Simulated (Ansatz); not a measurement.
The system is Au.

```
Au
1.0
     0.00000    2.03500    2.03500
     2.03500    0.00000    2.03500
     2.03500    2.03500    0.00000
Au
1
Cartesian
  0.0000 0.0000 0.0000
```

Base run:

* Program: Ansatz 0.2.0
* Functional: PBEsol
* Potentials or basis: all-electron LAPW, inner shells corrected to Dirac's equation
* Cutoff: 249 eV (chosen from the basis error)
* Basis error allowed: 0.001 eV/atom
* k mesh: 11 × 11 × 11
* Occupations: fermi-dirac, width 0.05 eV
* Spin: no spin polarisation

Its results: pressure 1.8 GPa.

Problem. The run is repeated on the same cell with these changes: potentials or basis from all-electron LAPW, inner shells corrected to Dirac's equation to all-electron LAPW, non-relativistic. What comes out?

Solution. Pressure 28.7 GPa.

Caveats: a pressure of tens of GPa on the cell as given is suspect, and the run, the potentials or the cell itself is likely at fault (some runs); relativity is left out, which matters for the heavier elements (some runs).
